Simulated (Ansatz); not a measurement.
# Bi2Te3: how well frozen cores do

The same cell of Bi2Te3 is computed with full-potential LAPW, PAW with frozen cores and all-electron PAW on datasets made for the crystal, to set the results side by side.

Program: Ansatz 0.2.0. Level of theory: DFT PBE, scalar-relativistic. These are calculated values, not measurements.

**1. The structure to begin with**

Symmetry: R3m, No. 160, trigonal system. The conventional cell has a = 4.417 Å, b = 4.417 Å, c = 29.840 Å, α = 90.00°, β = 90.00°, γ = 120.00°. Bi (site symmetry 3m) is surrounded by 3 Te at 3.03 Å and 3 Bi at 3.43 Å. Bi (site symmetry 3m) has 3 Te at 3.27 Å and 3 Bi at 3.43 Å as nearest neighbours. Te (site symmetry 3m) has 6 Te at 3.04 to 3.45 Å as nearest neighbours. Te (site symmetry 3m) has 3 Bi at 3.03 Å and 3 Te at 3.45 Å as nearest neighbours. Te (site symmetry 3m) is surrounded by 3 Te at 3.04 Å and 3 Bi at 3.27 Å.

Structure file:

```cif
data_structure
_symmetry_space_group_name_H-M 'P 1'
_symmetry_Int_Tables_number 1
_cell_length_a 10.2684
_cell_length_b 10.2684
_cell_length_c 10.2684
_cell_angle_alpha 24.840
_cell_angle_beta 24.840
_cell_angle_gamma 24.840
_cell_volume 168.06
loop_
_atom_site_label
_atom_site_type_symbol
_atom_site_fract_x
_atom_site_fract_y
_atom_site_fract_z
_atom_site_occupancy
Bi1 Bi 0.81200 0.81200 0.81200 1
Bi2 Bi 0.40200 0.40200 0.40200 1
Te1 Te 0.61100 0.61100 0.61100 1
Te2 Te 0.20000 0.20000 0.20000 1
Te3 Te 0.00000 0.00000 0.00000 1
```

Structure: COD 9012858, as refined from experiment and not relaxed.

Atoms are numbered in the order of the input: Bi1, Bi2, Te3, Te4, Te5.

**2. Full-potential LAPW**

File input.yaml:

```yaml
crystal:
  lattice:
    - [2.2085012539, 1.2750787934, 9.94667]
    - [-2.2085012539, 1.2750787934, 9.94667]
    - [0.0, -2.5501575869, 9.94667]
  atoms:
    - { symbol: Bi, position: [0.812, 0.812, 0.812] }
    - { symbol: Bi, position: [0.402, 0.402, 0.402] }
    - { symbol: Te, position: [0.611, 0.611, 0.611] }
    - { symbol: Te, position: [0.2, 0.2, 0.2] }
    - { symbol: Te, position: [0.0, 0.0, 0.0] }
kpoints:
  mp_grid: { grid: [8, 8, 8] }
  band_path:
    path:
      - [0.0, 0.0, 0.0]
      - [0.5, 0.5, 0.5]
      - [0.8223779553, 0.1776220447, 0.5]
      - [0.5, -0.1776220447, 0.1776220447]
      - [0.5, 0.0, 0.0]
      - [0.0, 0.0, 0.0]
      - [0.3388110223, -0.3388110223, 0.0]
      - [0.6611889777, 0.0, 0.3388110223]
      - [0.5, 0.0, 0.5]
    npoints: 14
scf:
  occupations: { method: fermi_dirac, width: 0.08 }
hamiltonian:
  xc: pbe
  pseudopotentials: { kind: all_electron, lapw: { basis_error: 0.001 } }
output:
  forces: true
  stress: true
  eigenvalues: true
  populations: true
  dos: { projected: true, de: 0.2, e_range: [-14, 8] }
```

Launch:

```bash
$ ansatz run input.yaml --threads 2 --pin off --max-ram 6144MiB --backend cpu --events-out ev --progress --plain --runs-dir out
```

**3. PAW with frozen cores**

input.yaml: that of step 2 with these lines changed.

```diff
@@ -29,3 +29,3 @@
   xc: pbe
-  pseudopotentials: { kind: all_electron, lapw: { basis_error: 0.001 } }
+  pseudopotentials: { kind: paw }
 output:
@@ -34,3 +34,9 @@
   eigenvalues: true
+  efg: { contact_densities: true }
   populations: true
+  bader: true
   dos: { projected: true, de: 0.2, e_range: [-14, 8] }
+  write_density: true
+  write_potential: true
+  elf: true
+  volumetric_format: npy
```

**4. All-electron PAW on datasets made for the crystal**

input.yaml: that of step 3 with these lines changed.

```diff
@@ -24,3 +24,3 @@
       - [0.5, 0.0, 0.5]
-    npoints: 14
+    npoints: 8
 scf:
@@ -29,3 +29,3 @@
   xc: pbe
-  pseudopotentials: { kind: paw }
+  pseudopotentials: { kind: all_electron, datasets: crystal }
 output:
@@ -35,8 +35 @@
   efg: { contact_densities: true }
-  populations: true
-  bader: true
-  dos: { projected: true, de: 0.2, e_range: [-14, 8] }
-  write_density: true
-  write_potential: true
-  elf: true
-  volumetric_format: npy
```

(Steps that only read results are left out.)

**Question.** What will these runs give? Wanted: pressure; gap; largest force; Bader charges; highest ELF.

As calculated:

| quantity | value |
| --- | --- |
| pressure | LAPW 1.69, PAW 1.67, crystal datasets 1.69 GPa |
| gap (LAPW) | none |
| largest force | LAPW 1.206, PAW 1.206, crystal datasets 1.206 eV/Å |
| Bader charges (PAW) | Bi1 +0.35, Bi2 +0.00, Te3 -0.11, Te4 -0.25, Te5 +0.01 e |
| highest ELF (PAW) | 0.65, 1.27 Å from Te |

At this geometry the cell is under compression of 1.7 GPa, so it would expand if let go. Bands reach the Fermi level, so no gap opens at this level of theory, which can close a small real gap. Spin-orbit coupling is left out of this run, though the cell holds Bi; it can open or close small gaps. Te 5p carries the largest share, 55 %, of the projected states within 0.3 eV of the Fermi level. The projection holds only the free atom's occupied shells (Bi 6s, Bi 6p, Te 5s, Te 5p in this range). The field gradient at Bi1, the largest by crystal datasets, is -5.79 by PAW and -5.82 by crystal datasets (10²¹ V/m²), within 5 %. No spin–orbit coupling: at heavy atoms the gradients can be off by tens of per cent for that reason. PAW lies -0.01 GPa from LAPW in pressure. The forces differ by at most 1 meV/Å in a component, on a largest force of 1.206 eV/Å. The price, with the outputs that each input asks for: 4.1 min for LAPW against 85 s for PAW, about 2.9 to one.
